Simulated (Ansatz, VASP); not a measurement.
## BN: VASP beside Ansatz

```
B N
1.0
     0.00000    4.21807    2.17544
     1.25613    0.00000    2.17544
     1.25613    4.21807    0.00000
B N
1 1
Direct
  0.00003 0.00003 0.99997
  0.66667 0.66667 0.33333
```

Alike in both runs: functional PBE; k mesh 12 × 12 × 12; occupations gaussian, width 0.02 eV; no spin polarisation.

Ansatz relaxed the structure, and its values are those at the end. VASP's run is a single point on that final structure, the one shown.

|  | VASP | Ansatz |
| --- | --- | --- |
| version | VASP 6.6.1 | Ansatz 0.2.0 |
| potentials or method | VASP PAW PBE potentials, release 64 (B, N) | scalar-relativistic, plane waves, PAW |
| plane-wave cutoff (eV) | 520 | 420 |
| valence electrons in the cell | 8 | 8 |

|  | VASP | Ansatz | Ansatz less VASP |
| --- | --- | --- | --- |
| gap on the k mesh at the Fermi level (eV) | 4.34 | 4.34 | 0.000 |
| least direct gap on the mesh (eV) | 4.60 | 4.60 | +0.003 |
| pressure (GPa) | 0.1 | 0.0 | -0.05 |

A k mesh can miss the band edges.
